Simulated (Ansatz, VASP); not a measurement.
**Two plane-wave programs on BaZrO3**

```
Ba Zr O
1.0
     4.07413    0.00000    0.00000
     0.00000    4.07413    0.00000
     0.00000    0.00000    4.07413
Ba Zr O
1 1 3
Cartesian
  0.0000 0.0000 0.0000
  2.0371 2.0371 2.0371
  0.0000 2.0371 2.0371
  2.0371 0.0000 2.0371
  2.0371 2.0371 0.0000
```

Alike in both runs: functional PBEsol; k mesh 4 × 4 × 4; no spin polarisation.

Ansatz relaxed the structure, and its values are those at the end. VASP's run is a single point on that final structure, the one shown.

|  | VASP | Ansatz |
| --- | --- | --- |
| version | VASP 6.6.1 | Ansatz 0.2.0 |
| potentials or method | VASP PAW PBE potentials, release 64 (Ba_sv, Zr_sv, O) | PAW with Ansatz's default frozen-core files, scalar-relativistic |
| plane-wave cutoff (eV) | 520 | 420 |
| occupations | gaussian, width 0.01 eV | fixed |
| valence electrons in the cell | 40 | 40 |

|  | VASP | Ansatz | Ansatz less VASP |
| --- | --- | --- | --- |
| pressure (GPa) | 16.6 | 15.0 | -1.63 |

Caveats: so large a pressure means that the cell lies far from this level's equilibrium, or that cutoff or potentials fall short (VASP); the potentials were made for another functional, which shifts forces and pressure (VASP). A k mesh can miss the band edges.
